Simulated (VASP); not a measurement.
# NbSi2 (P6_222) in VASP: notebook

One crystal, NbSi2, is run at these levels: PBE, PBE+D3(BJ), LDA; tasks: relaxation of cell and atoms.

All numbers are computed with VASP 6.6.1; they aren't measurements. Logs are shortened: lines on timing, memory, paths and dates and some standing lists are left out, and cuts for length are marked.

**1. Starting point**

It takes space group P6_222 (No. 180, hexagonal). The conventional cell has a = 4.819 Å, b = 4.819 Å, c = 6.592 Å, α = 90.00°, β = 90.00°, γ = 120.00°. Nb (site symmetry 222) has 10 Si at 2.62 to 2.84 Å as nearest neighbours. Around Si (site symmetry 2) lie 5 Si at 2.57 to 2.84 Å and 5 Nb at 2.62 to 2.84 Å.

**2. Relaxation of cell and atoms, PBE**

Input file INCAR:

```
SYSTEM = NbSi2
PREC = Accurate
ENCUT = 300
EDIFF = 1E-6
ISMEAR = 1
SIGMA = 0.1
LREAL = .FALSE.
LASPH = .TRUE.
NELM = 80
ALGO = Normal
ISIF = 3
LWAVE = .FALSE.
LCHARG = .FALSE.
GGA = PE
IBRION = 2
NSW = 90
EDIFFG = -0.01
KPAR = 4
```

Input file KPOINTS:

```
Automatic mesh
0
G
  5 5 3
  0 0 0
```

Input file POSCAR:

```
NbSi2
1.0
    4.8190000000      0.0000000000      0.0000000000
   -2.4095000000      4.1733764208      0.0000000000
    0.0000000000      0.0000000000      6.5920000000
Nb Si
3 6
Direct
    0.5000000000      0.0000000000      0.5000000000
    0.5000000000      0.5000000000      0.8333333333
    0.0000000000      0.5000000000      0.1666666667
    0.1599000000      0.3198000000      0.5000000000
    0.8401000000      0.1599000000      0.8333333333
    0.6802000000      0.8401000000      0.1666666667
    0.8401000000      0.6802000000      0.5000000000
    0.1599000000      0.8401000000      0.8333333333
    0.3198000000      0.1599000000      0.1666666667
```

Potentials or basis: VASP PAW PBE potentials, release 64 (Nb_pv, Si).

Run with:

```sh
$ cat potpaw_PBE.64/Nb_pv/POTCAR potpaw_PBE.64/Si/POTCAR > POTCAR
$ mpirun -np 4 vasp_std > vasp.out
```

OUTCAR:

```text
SYSTEM = NbSi2
   PREC = Accurate
   ENCUT = 300
   EDIFF = 1E-6
   ISMEAR = 1
   LREAL = .FALSE.
   LASPH = .TRUE.
   NELM = 80
   ISIF = 3
   GGA = PE
   IBRION = 2
   NSW = 90
   EDIFFG = -0.01

 ion  position               nearest neighbor table
   1  0.500  0.000  0.500-   5 2.62   6 2.62   8 2.62   9 2.62   7 2.75   4 2.75   4 2.75   7 2.75
                             4 2.84   7 2.84   2 3.26   2 3.26   3 3.26   3 3.26
   2  0.500  0.500  0.833-   4 2.62   7 2.62   6 2.62   9 2.62   5 2.75   8 2.75   8 2.75   5 2.75
                             8 2.84   5 2.84   1 3.26   1 3.26   3 3.26   3 3.26
   3  0.000  0.500  0.167-   4 2.62   7 2.62   5 2.62   8 2.62   9 2.75   6 2.75   9 2.75   6 2.75
                             6 2.84   9 2.84   1 3.26   1 3.26   2 3.26   2 3.26
   4  0.160  0.320  0.500-   5 2.57   9 2.57   2 2.62   3 2.62   7 2.67   1 2.75   1 2.75   1 2.84
                             7 2.84   7 2.84
   5  0.840  0.160  0.833-   4 2.57   6 2.57   1 2.62   3 2.62   8 2.67   2 2.75   2 2.75   2 2.84
                             8 2.84   8 2.84
   6  0.680  0.840  0.167-   7 2.57   5 2.57   1 2.62   2 2.62   9 2.67   3 2.75   3 2.75   3 2.84
                             9 2.84   9 2.84
   7  0.840  0.680  0.500-   6 2.57   8 2.57   2 2.62   3 2.62   4 2.67   1 2.75   1 2.75   1 2.84
                             4 2.84   4 2.84
   8  0.160  0.840  0.833-   7 2.57   9 2.57   1 2.62   3 2.62   5 2.67   2 2.75   2 2.75   2 2.84
                             5 2.84   5 2.84
   9  0.320  0.160  0.167-   4 2.57   8 2.57   1 2.62   2 2.62   6 2.67   3 2.75   3 2.75   3 2.84
                             6 2.84   6 2.84

  LATTYP: Found a hexagonal cell.
 ALAT       =     4.8190000000
 C/A-ratio  =     1.3679186553

  Lattice vectors:

 A1 = (   4.8190000000,   0.0000000000,   0.0000000000)
 A2 = (  -2.4095000000,   4.1733764208,   0.0000000000)
 A3 = (   0.0000000000,   0.0000000000,   6.5920000000)

Analysis of symmetry for initial positions (statically):
=====================================================================
 Subroutine PRICEL returns:
 Original cell was already a primitive cell.

 Routine SETGRP: Setting up the symmetry group for a
 hexagonal supercell.

 Subroutine GETGRP returns: Found 12 space group operations
 (whereof  4 operations were pure point group operations)
 out of a pool of 24 trial point group operations.

The static configuration has the point symmetry D_2 .
 The point group associated with its full space group is D_6 .

Analysis of symmetry for dynamics (positions and initial velocities):
=====================================================================
 Subroutine PRICEL returns:
 Original cell was already a primitive cell.

 Routine SETGRP: Setting up the symmetry group for a
 hexagonal supercell.

 Subroutine GETGRP returns: Found 12 space group operations
 (whereof  4 operations were pure point group operations)
 out of a pool of 24 trial point group operations.

The dynamic configuration has the point symmetry D_2 .
 The point group associated with its full space group is D_6 .

 Subroutine INISYM returns: Found 12 space group operations
 (whereof  4 operations are pure point group operations),
 and found     1 'primitive' translations

----------------------------------------------------------------------------------------

                                     Primitive cell

  volume of cell :     132.5750

  direct lattice vectors                    reciprocal lattice vectors
     4.819000000  0.000000000  0.000000000     0.207511932  0.119807070  0.000000000
    -2.409500000  4.173376421  0.000000000     0.000000000  0.239614140  0.000000000
     0.000000000  0.000000000  6.592000000     0.000000000  0.000000000  0.151699029

  length of vectors
     4.819000000  4.819000000  6.592000000     0.239614140  0.239614140  0.151699029

  position of ions in fractional coordinates (direct lattice)
     0.500000000  0.000000000  0.500000000
     0.500000000  0.500000000  0.833333333
     0.000000000  0.500000000  0.166666667
     0.159900000  0.319800000  0.500000000
     0.840100000  0.159900000  0.833333333
     0.680200000  0.840100000  0.166666667
     0.840100000  0.680200000  0.500000000
     0.159900000  0.840100000  0.833333333
     0.319800000  0.159900000  0.166666667

  ion indices of the primitive-cell ions
   primitive index   ion index
                 1           1
                 2           2
                 3           3
                 4           4
                 5           5
                 6           6
                 7           7
                 8           8
                 9           9

----------------------------------------------------------------------------------------

 KPOINTS: Automatic mesh

Automatic generation of k-mesh.
 Grid dimensions read from file:
 generate k-points for:    5    5    3

 Generating k-lattice:

  Cartesian coordinates                     Fractional coordinates (reciprocal lattice)
     0.041502386  0.023961414  0.000000000     0.200000000  0.000000000  0.000000000
     0.000000000  0.047922828  0.000000000     0.000000000  0.200000000  0.000000000
     0.000000000  0.000000000  0.050566343     0.000000000  0.000000000  0.333333333

  Length of vectors
     0.047922828  0.047922828  0.050566343

  Shift w.r.t. Gamma in fractional coordinates (k-lattice)
     0.000000000  0.000000000  0.000000000

 Subroutine IBZKPT returns following result:
 ===========================================

 Found     10 irreducible k-points:

 Following reciprocal coordinates:
            Coordinates               Weight
  0.000000  0.000000  0.000000      1.000000
  0.200000  0.000000  0.000000      6.000000
  0.400000  0.000000  0.000000      6.000000
  0.200000  0.200000  0.000000      6.000000
  0.400000  0.200000  0.000000      6.000000
  0.000000  0.000000  0.333333      2.000000
  0.200000  0.000000  0.333333     12.000000
  0.400000  0.000000  0.333333     12.000000
  0.200000  0.200000  0.333333     12.000000
  0.400000  0.200000  0.333333     12.000000
   k-points           NKPTS =     10   k-points in BZ     NKDIM =     10   number of bands    NBANDS=     34
   number of dos      NEDOS =    301   number of ions     NIONS =      9
   total plane-waves  NPLWV =  31360
   dimension x,y,z NGX =    28 NGY =   28 NGZ =   40
   dimension x,y,z NGXF=    56 NGYF=   56 NGZF=   80
   ions per type =               3   6
   NGX,Y,Z   is equivalent  to a cutoff of   9.66,  9.66, 10.09 a.u.
   NGXF,Y,Z  is equivalent  to a cutoff of  19.32, 19.32, 20.18 a.u.
 SYSTEM =  NbSi2
   PREC   = accura    normal or accurate (medium, high low for compatibility)
   ISTART =      0    job   : 0-new  1-cont  2-samecut
   ICHARG =      2    charge: 1-file 2-atom 10-const
   ISPIN  =      1    spin polarized calculation?
   LNONCOLLINEAR =      F non collinear calculations
   LSORBIT =      F    spin-orbit coupling
   LASPH  =      T    aspherical Exc in radial PAW
   ENCUT  =  300.0 eV  22.05 Ry    4.70 a.u.   6.81  6.81  9.31*2*pi/ulx,y,z
   NELM   =     80;   NELMIN=  2; NELMDL= -5     # of ELM steps
   EDIFF  = 0.1E-05   stopping-criterion for ELM
   LREAL  =      F    real-space projection
   EDIFFG = -.1E-01   stopping-criterion for IOM
   NSW    =     90    number of steps for IOM
   IBRION =      2    ionic relax: 0-MD 1-quasi-New 2-CG
   NFREE  =      1    steps in history (QN), initial steepest desc. (CG)
   ISIF   =      3    stress and relaxation
   ISYM   =      2    0-nonsym 1-usesym 2-fastsym
   POTIM  = 0.5000    time-step for ionic-motion
   TEBEG  =    0.0;   TEEND  =   0.0 temperature during run
   PSTRESS=    0.0 pullay stress
   NELECT =      57.0000    total number of electrons
   NUPDOWN=      -1.0000    fix difference up-down
   EMIN   =  10.00;   EMAX   =-10.00  energy-range for DOS
   EFERMI =   0.00;   METHOD = LEGACY
   ISMEAR =     1;   SIGMA  =   0.10  broadening in eV -4-tet -1-fermi 0-gaus
   EFERMI_NEDOS =   21; number of points for ismear=-14 and -15
   IALGO  =     38    algorithm
   IMIX   =      4    mixing-type and parameters
     AMIX     =   0.40;   BMIX     =  1.00
     AMIX_MAG =   1.60;   BMIX_MAG =  1.00
  volume/ion in A,a.u.               =      14.73        99.41
  Fermi-wavevector in a.u.,A,eV,Ry     =   1.235604  2.334953 20.772241  1.526717
  Thomas-Fermi vector in A             =   2.370246
   LORBIT       =      0    0 simple, 1 ext, 2 COOP (PROOUT), +10 PAW based schemes
   GGA     = PE    functional components
   LHFCALC =     F    Hartree Fock is set to
   AEXX    =    0.0000 exact exchange contribution
   IVDW    =     0    specifies the selected vdW correction
   LEPSILON=     F    determine dielectric tensor
   LRPA    =     F    only Hartree local field effects (RPA)
 conjugate gradient relaxation of ions
 non-spin polarized calculation
 Methfessel and Paxton  Order N= 1 SIGMA  =   0.10
  energy-cutoff  :      300.00
  volume of cell :      132.58
 maximum number of plane-waves:      1579
 NGX is ok and might be reduce to    28
   NGX = 13   NGY = 13   NGZ = 19

--------------------------------------- Ionic step        1  -------------------------------------------

 number of electron      57.0000020 magnetization

 Free energy of the ion-electron system (eV)
  ---------------------------------------------------
  ext. energy  EPLUGINS =         0.00000000
  ---------------------------------------------------
  free energy    TOTEN  =       -67.68239381 eV

  energy without entropy =      -67.68700095  energy(sigma->0) =      -67.68392953

------------------------ aborting loop because EDIFF is reached ----------------------------------------

  FORCE on cell =-STRESS in cart. coord.  units (eV):
  Direction    XX          YY          ZZ          XY          YZ          ZX
  --------------------------------------------------------------------------------------
  -------------------------------------------------------------------------------------
  Total        0.4262204      0.4262204      0.5640732      0.0000000      0.0000000     -0.0000000
  in kB        5.1509007      5.1509007      6.8168595      0.0000000      0.0000000     -0.0000000
  external PRESSURE =       5.7062203 kB  Pullay stress =       0.0000000 kB
[... 114 lines left out ...]
  energy  without entropy=      -67.6910547297  energy(sigma->0) =      -67.68776978

--------------------------------------- Ionic step        4  -------------------------------------------

 number of electron      57.0000023 magnetization

 Free energy of the ion-electron system (eV)
  ---------------------------------------------------
  ext. energy  EPLUGINS =         0.00000000
  ---------------------------------------------------
  free energy    TOTEN  =       -67.68839839 eV

  energy without entropy =      -67.69428272  energy(sigma->0) =      -67.69035983

 E-fermi :   8.7221     XC(G=0): -11.9127

 val. band max:        8.6668935730   @ k =   0.4000   0.2000   0.3333
 cond. band min:       8.8184810741   @ k =   0.2000   0.0000   0.3333
 fundamental gap:      0.1515875011
 Fermi energy:         8.7221381600

 k-point     1 :       0.0000    0.0000    0.0000
  band No.  band energies     occupation
      1     -22.1885      2.00000
      2     -22.1885      2.00000
      3     -22.1787      2.00000
      4     -22.1052      2.00000
      5     -22.1052      2.00000
      6     -22.0043      2.00000
[... 395 lines left out ...]
  FREE ENERGIE OF THE ION-ELECTRON SYSTEM (eV)
  ---------------------------------------------------
  free  energy   TOTEN  =       -67.6883983858 eV

  energy  without entropy=      -67.6942827221  energy(sigma->0) =      -67.69035983

 reached required accuracy - stopping structural energy minimisation
```

Run time: 38 s. Hardware: 4 MPI ranks of AMD EPYC 7R43 (Zen 3), shared host; peak memory 0.15 GiB.

What came out:

```
Free energy                            : -67.6884 eV
Relaxed volume                         : 14.78 Å³/atom
Relaxed cell                           : a = 4.825 Å, b = 4.825 Å, c = 6.595 Å, α = 90.00°, β = 90.00°, γ = 120.00°
Space group after relaxing (to 0.05 Å) : P6_222 (No. 180)
Energy gained by relaxing              : 0.7 meV/atom
Ionic steps                            : 4
Pressure after relaxing                : 0.0 GPa
Largest force after relaxing           : 0.004 eV/Å
Band gap on the k mesh                 : none (metal or under the smearing width)
```

Forces on the atoms (eV/Å):
```
Nb   0.000  0.000  0.000
Nb   0.000  0.000  0.000
Nb   0.000  0.000  0.000
Si   0.000  0.004  0.000
Si  -0.003  0.002  0.000
Si  -0.003 -0.002  0.000
Si   0.000 -0.004  0.000
Si   0.003 -0.002  0.000
Si   0.003  0.002  0.000
```

Step by step:
```
step  energy change (eV)  largest force (eV/Å)  pressure (GPa)  volume (Å³)
   1              0.0000                0.1469            0.57       132.58
   2             -0.0034                0.0552           -0.80       133.58
   3             -0.0037                0.0771           -0.49       133.34
   4             -0.0060                0.0040            0.00       132.98
```

Final structure:
```
Nb Si
1.0
     4.82539    0.00000    0.00000
    -2.41270    4.17891    0.00000
     0.00000    0.00000    6.59470
Nb Si
3 6
Direct
  0.50000 0.00000 0.50000
  0.50000 0.50000 0.83333
  0.00000 0.50000 0.16667
  0.15844 0.31688 0.50000
  0.84156 0.15844 0.83333
  0.68312 0.84156 0.16667
  0.84156 0.68312 0.50000
  0.15844 0.84156 0.83333
  0.31688 0.15844 0.16667
```

Caveat: the cutoff is under 1.25 times the usual one of these potentials, so pressure, stress and relaxed cells hold a basis-set (Pulay) error.

(Part 1 of 3 ends here.)
